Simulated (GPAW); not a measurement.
# AlN (F-43m) in GPAW: equation of state

Aim: energy against volume of AlN in PBE, for its equilibrium volume and stiffness.

Program: GPAW 26.7.0. These are calculated values, not measurements. Logs are shortened: lines on timing, memory, paths and dates and some standing lists are left out, and cuts for length are marked. The log counts tension as positive stress, the text compression.

## (1) The structure

It takes space group F-43m (No. 216, cubic). Conventional cell: a = 4.368 Å, b = 4.368 Å, c = 4.368 Å, α = 90.00°, β = 90.00°, γ = 90.00°. Al (site symmetry -43m) is surrounded by 4 N at 1.89 Å. N (site symmetry -43m) has 4 Al at 1.89 Å as nearest neighbours.

Measurements of this composition are mostly on another form, of space group No. 186.

## (2) Equation of state, PBE

Contents of run.py:

```python
from ase import Atoms
from ase.eos import EquationOfState
from ase.io import Trajectory
from ase.units import GPa
from gpaw import GPAW, PW

atoms = Atoms(['Al', 'N'],
              cell=[[0.0, 2.1839935596, 2.1839935596],
                    [2.1839935596, 0.0, 2.1839935596],
                    [2.1839935596, 2.1839935596, 0.0]],
              scaled_positions=[[0.0, 0.0, 0.0],
                                [0.25, 0.25, 0.25]],
              pbc=True)

traj = Trajectory('eos.traj', 'w')
volumes, energies = [], []
for x in [0.94, 0.96, 0.98, 1.0, 1.02, 1.04, 1.06]:
    a = atoms.copy()
    a.set_cell(atoms.cell * x**(1 / 3), scale_atoms=True)
    calc = GPAW(mode=PW(800),
                xc='PBE',
                kpts={'size': (10, 10, 10), 'gamma': True},
                occupations={'name': 'fermi-dirac', 'width': 0.05},
                nbands=11,
                convergence={'density': 1e-05, 'energy': 1e-05},
                maxiter=150,
                txt=f'eos-{x:.2f}.txt')
    a.calc = calc
    energies.append(a.get_potential_energy(force_consistent=True))
    volumes.append(a.get_volume())
    p = -a.get_stress()[:3].mean() / GPa
    calc.write(f'eos-{x:.2f}.gpw')
    traj.write(a)
    print(f'{x:.2f} {volumes[-1]:10.4f} A^3 {energies[-1]:14.6f} eV {p:9.3f} GPa', flush=True)

v0, e0, B = EquationOfState(volumes, energies, eos='birchmurnaghan').fit()
print(f'V0 = {v0:.4f} A^3, E0 = {e0:.6f} eV, B0 = {B / GPa:.2f} GPa')
```

Potentials or basis: GPAW PAW data sets (gpaw-data 1.2.1), pw.

Command:

```bash
$ OMP_NUM_THREADS=1 python run.py
```

Log:

```text
__  _  _
 | _ |_)|_||  |
 |__||  | ||/\| - 26.7.0

Input parameters:
  mode=PW(ecut=800.0),
  convergence={'density': 1e-05, 'energy': 1e-05},
  kpts=MonkhorstPack(size=(10, 10, 10), gamma=True),
  maxiter=150,
  nbands=11,
  occupations=Occupations(name='fermi-dirac', width=0.05),
  xc=XC(name='PBE')

Diagonalizing LCAO Hamiltonian
Converting LCAO to pw mode

          N
       Al

Atoms  # Å, Bohr magnetons
|   | symbol |        x |        y |        z |    initial magnetic moments |
|---|--------|----------|----------|----------|-----------------------------|
| 0 |     Al | 0.000000 | 0.000000 | 0.000000 | ( 0.0000,  0.0000,  0.0000) |
| 1 |      N | 1.069705 | 1.069705 | 1.069705 | ( 0.0000,  0.0000,  0.0000) |

Unit cell  # Å
| periodic |        x |        y |        z |  lengths |    angles |
|----------|----------|----------|----------|----------|-----------|
|      yes | 0.000000 | 2.139410 | 2.139410 | 3.025582 | 60.000000 |
|      yes | 2.139410 | 0.000000 | 2.139410 | 3.025582 | 60.000000 |
|      yes | 2.139410 | 2.139410 | 0.000000 | 3.025582 | 60.000000 |

Number of symmetries: 24
Symmetry operations  # r_c * U_cc + t_c -> r_c
|    | kind |            matrix            |
|----|------|------------------------------|
|  0 |  E   |  1, 0, 0,  0, 1, 0,  0, 0, 1 |
|  1 |  σ   |  1, 0, 0,  0, 0, 1,  0, 1, 0 |
|  2 |  σ   |  1, 0,-1,  0, 1,-1,  0, 0,-1 |
|  3 |  C3  |  1, 0,-1,  0, 0,-1,  0, 1,-1 |
|  4 |  C3  |  1,-1, 0,  0,-1, 1,  0,-1, 0 |
|  5 |  σ   |  1,-1, 0,  0,-1, 0,  0,-1, 1 |
|  6 |  σ   |  0, 1, 0,  1, 0, 0,  0, 0, 1 |
|  7 |  C3  |  0, 1, 0,  0, 0, 1,  1, 0, 0 |
|  8 |  C2  |  0, 1,-1,  1, 0,-1,  0, 0,-1 |
|  9 |  S4  |  0, 1,-1,  0, 0,-1,  1, 0,-1 |
| 10 |  C3  |  0, 0, 1,  1, 0, 0,  0, 1, 0 |
| 11 |  σ   |  0, 0, 1,  0, 1, 0,  1, 0, 0 |
| 12 |  S4  |  0, 0,-1,  1, 0,-1,  0, 1,-1 |
| 13 |  C3  |  0, 0,-1,  0, 1,-1,  1, 0,-1 |
| 14 |  S4  |  0,-1, 1,  1,-1, 0,  0,-1, 0 |
| 15 |  C2  |  0,-1, 1,  0,-1, 0,  1,-1, 0 |
| 16 |  C3  |  0,-1, 0,  1,-1, 0,  0,-1, 1 |
| 17 |  S4  |  0,-1, 0,  0,-1, 1,  1,-1, 0 |
| 18 |  S4  | -1, 1, 0, -1, 0, 1, -1, 0, 0 |
| 19 |  C3  | -1, 1, 0, -1, 0, 0, -1, 0, 1 |
| 20 |  C3  | -1, 0, 1, -1, 1, 0, -1, 0, 0 |
| 21 |  S4  | -1, 0, 1, -1, 0, 0, -1, 1, 0 |
| 22 |  σ   | -1, 0, 0, -1, 1, 0, -1, 0, 1 |
| 23 |  C2  | -1, 0, 0, -1, 0, 1, -1, 1, 0 |

BZ-sampling:
  Number of BZ points: 1000
  Number of IBZ points: 47

  Monkhorst-Pack size: [10, 10, 10]
  Monkhorst-Pack shift: [0.05, 0.05, 0.05]

K-points  # in reciprocal-cell coordinates
|     |                                coordinates |     weight |
|-----|--------------------------------------------|------------|
|   0 | (  0.00000000,   0.00000000,   0.00000000) | 0.00100000 |
|   1 | (  0.10000000,   0.10000000,   0.00000000) | 0.00600000 |
|   2 | (  0.10000000,   0.10000000,   0.10000000) | 0.00800000 |
|   3 | (  0.20000000,   0.10000000,   0.10000000) | 0.01200000 |
|   4 | (  0.20000000,   0.20000000,   0.00000000) | 0.00600000 |
|   5 | (  0.20000000,   0.20000000,   0.10000000) | 0.02400000 |
|   6 | (  0.20000000,   0.20000000,   0.20000000) | 0.00800000 |
|   7 | (  0.30000000,   0.20000000,   0.10000000) | 0.02400000 |
|   8 | (  0.30000000,   0.20000000,   0.20000000) | 0.02400000 |
|   9 | (  0.30000000,   0.30000000,   0.00000000) | 0.00600000 |
| ... |                                            |            |
|  46 | (  0.50000000,   0.50000000,   0.50000000) | 0.00400000 |

Plane wave coefficients: 1020
Cutoff: 800.0 eV

Spin-components: 1 (collinear spins)
Bands:           11
Projectors:      10
Spin-degeneracy: 2
Datatype:        complex128

Parallelization:
  kpt:    1
  domain: 1
  band:   1

Density:
  Valence electrons: 8.0
  Components: 1
  Grid points: [20 20 20]
  Charge: 0.0  # |e|

Potential:
  Grid points: [20 20 20]

species:
  Al:
    name:    Aluminium
    Z:       13.0
    valence: 3
    core:    10
    charge:  0.0  # [|e|]
    compensation charges:
      type: gauss
      rc: 0.34  # [Å]
      lmax: 2
    cutoffs:
      filter: 1.91  # [Å]
      core: 2.36  # [Å]
    projectors
    | kind |    occ | energy [eV] | rcut [Å] |
    |------|--------|-------------|----------|
    |   3s |  2.000 |      -7.753 |    1.085 |
    |   3p |  1.000 |      -2.712 |    1.085 |
    |    s |        |      19.459 |    1.085 |
    |    p |        |      24.499 |    1.085 |
    |    d |        |       0.000 |    1.085 |

    Using partial waves for Al as LCAO basis

  N:
    name:    Nitrogen
    Z:       7.0
    valence: 5
    core:    2
    charge:  0.0  # [|e|]
    compensation charges:
      type: gauss
      rc: 0.18  # [Å]
      lmax: 2
    cutoffs:
      filter: 1.11  # [Å]
      core: 0.96  # [Å]
    projectors
    | kind |    occ | energy [eV] | rcut [Å] |
    |------|--------|-------------|----------|
    |   2s |  2.000 |     -18.583 |    0.603 |
    |   2p |  3.000 |      -7.089 |    0.529 |
    |    s |        |       8.629 |    0.603 |
    |    p |        |      20.123 |    0.529 |
    |    d |        |       0.000 |    0.577 |

    Using partial waves for N as LCAO basis

Reference energy: -8085.144769  # eV

eigensolver:
  PPCG
  Converge bands: occupied
  niter=2

density mixing:
  MSR1-Mixer
  Pratt-step length: 0.05
  Maximum mixing coefficient: 0.75
  Old densities: 10
  SVD Regularization: 0.005
  Good broyden scale: 1.0
  Trust region scale: 1.0
  Backstep threshold: 4.0
  History deletion threshold: 6.0
  Fourier metric: weight=20.0, sigma=0.015

occupation numbers:
  Fermi-Dirac:
    width: 0.0500  # eV

poisson solver:
  ecut: 6400.0  # eV

xc functional:
  name: PBE with 2 nearest neighbor stencil

convergence criteria:
- Maximum integral of absolute [dens]ity change: 1e-05 electrons / valence electron
- Maximum [total energy] change in last 3 cyles: 1e-05 eV / valence electron
- Maximum integral of absolute [eigenst]ate change: 4e-08 eV^2 / valence electron
maximum number of iterations: 150

SCF iterations
|iter     | |      energy | eigst |  dens |
|---------|-|-------------|-------|-------|
|iter:   1| |  -16.831303 | -0.25 |       |
|iter:   2| |  -16.286230 | -2.25 | -0.55 |
|iter:   3| |  -14.679955 | -0.90 | -0.60 |
|iter:   4| |  -14.693926 | -2.91 | -1.25 |
|iter:   5| |  -14.700956 | -3.32 | -1.55 |
|iter:   6| |  -14.701009 | -5.49 | -2.78 |
|iter:   7| |  -14.701019c| -6.47 | -3.16 |
|iter:   8| |  -14.701019c| -8.66c| -4.40 |
|iter:   9| |  -14.701019c| -8.22c| -4.90 |
|iter:  10| |  -14.701019c| -9.61c| -5.88c|

Converged in 10 steps
Energy contributions relative to reference atoms: (reference = -8085.144769)

Energy contributions:
  Kinetic:          24.666701
  Coulomb:         -20.801780
  Zero:              0.075457
  External:          0.000000
  Xc:              -18.641398
  Entropy:          -0.000000
  Spinorbit:         0.000000
  ----------------------------
  Free energy:     -14.701019
  Extrapolated:    -14.701019

dipole moment: (-8.474147, -8.474147, -8.474147)  # |e|*Ang

Fermi level: 7.560
Eigenvalues  # (at kpt = [0.000, 0.000, 0.000])
| band index |      eig [eV] | occ [0-2] |
|------------|---------------|-----------|
|          0 |        -8.770 |     2.000 |
|          1 |         6.582 |     2.000 |
|          2 |         6.582 |     2.000 |
|          3 |         6.582 |     2.000 |
|          4 |        11.349 |     0.000 |
|          5 |        19.774 |     0.000 |
|          6 |        19.774 |     0.000 |
|          7 |        19.774 |     0.000 |
|          8 |        24.785 |     0.000 |
|          9 |        24.798 |     0.000 |
|         10 |        26.343 |     0.000 |

Gap: 3.335 eV
Transition (v -> c):
  (s=0, k=0, n=3, [0.00, 0.00, 0.00]) -> (s=0, k=41, n=4, [0.50, 0.50, 0.00])
Direct/indirect transitions are different
Direct gap: 4.767 eV
Transition at: (s=0, k=0, n=3, [0.00, 0.00, 0.00])

Stress tensor  # eV/Ang^3
|         x |         y |         z |
|-----------|-----------|-----------|
| -0.130693 |  0.000000 | -0.000000 |
|  0.000000 | -0.130693 | -0.000000 |
| -0.000000 | -0.000000 | -0.130693 |

# Writing to eos-0.94.gpw (mode='')
```

Wall time 68 s (1 thread of Arm Neoverse V2, shared host); peak memory 0.22 GiB.

Results:

| Quantity | Value |
| --- | --- |
| Equilibrium volume | 10.75 Å³/atom |
| Bulk modulus | 192 GPa |
| Pressure derivative of the bulk modulus | 4.0 (rough: it moves with the points fitted) |

Energy against volume, from the lowest point:
```csv
volume (Å³/atom),energy (meV/atom)
9.792,59.37
10.001,34.97
10.209,17.37
10.417,6.04
10.626,0.47
10.834,0.00
11.042,4.14
```
